Silicides form metallic contacts on silicon chips, and a crystalline film on silicon is strained by the difference between the two lattices. A computed lattice helps there only if its error is smaller than that difference. PBE can be altered in two ways: PBEsol weakens the dependence of exchange on density gradients, while D3 adds an attraction between pairs of atoms. Both change the computed volumes.

Binary silicides, each relaxed from its measured cell with the symmetry kept. Ansatz 0.2.0, plane-wave PAW, scalar-relativistic, cutoff 420 eV, Gaussian smearing of 0.1 eV, no spin polarisation; D3 with Becke-Johnson damping. Errors are relative to the measured volumes, which come from the Crystallography Open Database and are mostly near room temperature.

```
formula  space group  shortest distance (Å)  pair at the shortest distance  valence electrons an atom  neighbours of the non-metal within 15 % of its shortest distance    k mesh  error of the volume, PBE (%)  error of the volume, PBE-D3 (%)  measured volume per atom (Å³)  measured entries of this phase  error of the volume, PBEsol (%)
  Ni3Si        Pm-3m                  2.505                          Ni-Si                       8.50                                                                12  12×12×12                         -3.00                            -6.35                          11.11                               2                            -6.69
   CoSi        P2_13                  2.283                          Co-Si                       6.50                                                                 7     8×8×8                         -0.48                            -3.79                          10.93                               1                            -3.49
  CoSi2        Fm-3m                  2.319                          Co-Si                       5.67                                                                 4  14×14×14                          0.22                            -2.87                           12.8                               2                            -2.42
   NiSi         Pnma                  2.278                          Ni-Si                       7.00                                                                 6    8×10×6                          1.01                            -2.43                           12.1                               3                            -2.43
  MoSi2       I4/mmm                  2.612                          Si-Si                       4.67                                                                10  18×18×18                          1.21                            -2.15                          13.42                               1                            -1.12
   WSi2       I4/mmm                  2.589                          Si-Si                       4.67                                                                10  18×18×18                          1.43                            -1.69                          13.48                               2                            -0.87
  TiSi2         Fddd                  2.536                          Si-Ti                       4.00                                                                10  10×10×10                             ?                                ?                              ?                               ?                                ?
  NiSi2        Fm-3m                  2.341                          Ni-Si                       6.00                                                                 4  14×14×14                             ?                                ?                              ?                               ?                                ?
```

**(a) Which alteration acts unequally on the six known crystals, and why might it?**

Solution. Dividing one computed volume by another removes the measured volume and any fault in it. For CoSi2, going from PBE to PBEsol gives

(100 − 2.42) / (100 + 0.22) = 0.974,

a shrinkage of 2.6 %. Over the six crystals this shrinkage runs from 2.3 % in MoSi2 and WSi2 to 3.8 % in Ni3Si. D3 takes a nearly even 3.1 to 3.5 %.

An alteration of the functional acts like an extra pressure, and the crystal yields by roughly that pressure divided by its bulk modulus. PBE rewards uneven density, which grows between the atoms as a crystal expands; PBEsol rewards it less, so the atoms move closer. The compact 3d shells of cobalt and nickel probably make this pressure larger than silicon does. The table has no bulk moduli, so pressure and stiffness can't be separated here.

**(b) Predict the two volume changes, and the PBE error against measurement, for TiSi2 and NiSi2.**

Solution. Let every atom bring its own share of the PBEsol shrinkage. The volume change s, in per cent, is then a straight line in the metal fraction x. Fitted to the four known silicides of 3d metals, it reads

s = −1.78 − 2.76 x.

Both disilicides have x = 1/3, so s = −1.78 − 0.92 = −2.7 %. The line is not meant for MoSi2 and WSi2, whose shrinkage it overstates by about 0.4 points. With four rows fixing two constants, I allow −3.2 to −2.2 %.

A line in the valence electrons an atom fits all six known rows more tightly. It gives −2.8 % for NiSi2 but only −2.0 % for TiSi2. I don't adopt it, because its lowest counts belong to molybdenum and tungsten: the count may merely stand in for the heavier metal. TiSi2, a 3d silicide with few valence electrons, can tell the two lines apart.

For D3 the average of the six rows serves for both crystals: −3.3 %, with a range of −3.9 to −2.7 %.

The PBE error is harder to predict. Ni3Si is left out, since its measured volume implies a cell edge of 3.54 Å where roughly 3.5 Å is the usual value. The other five average +0.7 %, my forecast for TiSi2, with a range of −0.7 to +2.1 %. For NiSi2 I add the step from CoSi to NiSi to the error of CoSi2, on the guess that replacing cobalt by nickel raises the error alike in both pairs. The structure changes in that step too, so it is only a rough guide. It gives +1.7 %, range +0.3 to +3.1 %.

**(c) Which forecasts hold, and do the alterations bring the volumes nearer to measurement?**

The withheld rows as computed:

```
formula  space group  shortest distance (Å)  pair at the shortest distance  valence electrons an atom  neighbours of the non-metal within 15 % of its shortest distance    k mesh  error of the volume, PBE (%)  error of the volume, PBE-D3 (%)  measured volume per atom (Å³)  measured entries of this phase  error of the volume, PBEsol (%)
  TiSi2         Fddd                  2.536                          Si-Ti                       4.00                                                                10  10×10×10                          1.58                            -2.80                          13.96                               2                            -1.20
  NiSi2        Fm-3m                  2.341                          Ni-Si                       6.00                                                                 4  14×14×14                          2.28                            -1.34                          13.17                               3                            -0.81
```

Solution. PBEsol shrinks TiSi2 by 2.7 % and NiSi2 by 3.0 %, both within the range. The valence-electron line comes slightly nearer for NiSi2 but misses TiSi2 by 0.7 points, although it had fitted the known rows better. TiSi2 thus goes with the other 3d silicides despite its low electron count. Its almost exact agreement is closer than the scatter of the fitted rows warrants.

NiSi2 and CoSi2 share one structure, so they show what changing the metal does. PBEsol and D3 each shrink NiSi2 about 15 % more strongly than CoSi2, as they would if NiSi2 were simply softer. That is expected if nickel's extra electron enters antibonding states and loosens the bonds. The energies of the same runs support this: D3 lowers them by nearly the same amount, 0.45 eV an atom in CoSi2 and 0.44 in NiSi2, so the pull is probably alike and the stiffness differs. The PBE errors of NiSi2, +2.3 %, and TiSi2, +1.6 %, are above their forecasts but in range. Softness can't explain most of the rise from +0.2 % in CoSi2 to +2.3 % in NiSi2, since a slightly softer lattice makes a small error only slightly larger. The error also rises by 1.6 points under PBEsol and 1.5 under D3, so the main cause should lie in something the three calculations share or in the measured volumes. In length the error of NiSi2 is about 2.3/3 = 0.8 %. NiSi2 is smaller than silicon by only about half a per cent, a rough recalled figure, so a PBE film set on a measured silicon lattice would get the wrong sign of strain. Film and substrate should be computed with the same functional, and the mismatch still checked.

The D3 forecast holds for NiSi2, which shrinks by 3.5 %, but fails for TiSi2, which shrinks by 4.3 %, well outside the range. One cause is a stronger pair attraction: D3 lowers the energy of TiSi2 by 0.54 eV an atom, against 0.45 in CoSi2, as expected from titanium's more diffuse and polarisable outer electrons. Attraction isn't enough by itself, though. In MoSi2 D3 lowers the energy by 0.58 eV an atom, yet the volume shrinks by only 3.3 %, presumably because that crystal is stiffer. TiSi2 probably joins a strong pull to a softer lattice. Its ordinary response to PBEsol doesn't rule this out, since titanium, with few 3d electrons, may add less PBEsol pressure than cobalt; the metal-fraction line would then have hit TiSi2 partly by luck. The even D3 shrinkage of the first six rows was therefore no general rule.

Leaving Ni3Si aside, PBEsol comes nearer to the measured volume than PBE in TiSi2, NiSi2, WSi2 and, barely, MoSi2, but moves away in CoSi, CoSi2 and NiSi. D3 helps only NiSi2, where PBE was furthest too large. The measured volumes include thermal and zero-point expansion, which the calculations lack, so a faultless functional should land slightly below them. Part of the undershoot is therefore not the functional's fault. PBEsol also ran on PAW datasets made for PBE, and magnetic moments were fixed at zero in all runs; neither effect on the volumes was tested. The printed output below gives the fits and every miss.

Numerical output:

```
Volume change from PBE in %:
    row  metal fraction  to PBEsol  to PBE-D3  PBE error against measurement
  Ni3Si            0.75     -3.804     -3.454                             -3
   CoSi             0.5     -3.025     -3.326                          -0.48
  CoSi2          0.3333     -2.634     -3.083                           0.22
   NiSi             0.5     -3.406     -3.406                           1.01
  MoSi2          0.3333     -2.302      -3.32                           1.21
   WSi2          0.3333     -2.268     -3.076                           1.43
  TiSi2          0.3333     -2.737     -4.312                           1.58
  NiSi2          0.3333     -3.021     -3.539                           2.28
fit of sol on 4 rows (g3d > 0.5): constant -1.782 +/- 0.38, coefficient of x -2.755 +/- 0.69; rms 0.146, worst NiSi 0.246, leave-one-out rms 0.253
  rows outside the fit (model, value, miss): MoSi2 -2.701, -2.302, -0.398; WSi2 -2.701, -2.268, -0.433; TiSi2 -2.701, -2.737, 0.0361; NiSi2 -2.701, -3.021, 0.321
fit of sol on 6 rows: constant -0.3519 +/- 0.18, coefficient of valence_per_atom -0.4141 +/- 0.028; rms 0.0751, worst NiSi 0.155, leave-one-out rms 0.122
  rows outside the fit (model, value, miss): TiSi2 -2.008, -2.737, 0.728; NiSi2 -2.837, -3.021, 0.184
fit of disp on 6 rows: constant -3.277 +/- 0.066; rms 0.147, worst WSi2 -0.201, leave-one-out rms 0.177
  rows outside the fit (model, value, miss): TiSi2 -3.277, -4.312, 1.03; NiSi2 -3.277, -3.539, 0.262
Mean PBE error of known rows without Ni3Si, the forecast for TiSi2 (%): 0.678
Scatter of these PBE errors (%): 0.7921
Forecast of the PBE error of NiSi2 (%): 1.71
Miss for TiSi2, forecast less computed (points): -0.902
Miss for NiSi2, forecast less computed (points): -0.57
Mean PBE-D3 error of known rows without Ni3Si (%): -2.586
Mean PBEsol error of known rows without Ni3Si (%): -2.066
Cell edge of Ni3Si from its measured volume (Å): 3.542
Error of the cell edge of CoSi2 under PBE-D3 (%): -0.966
```
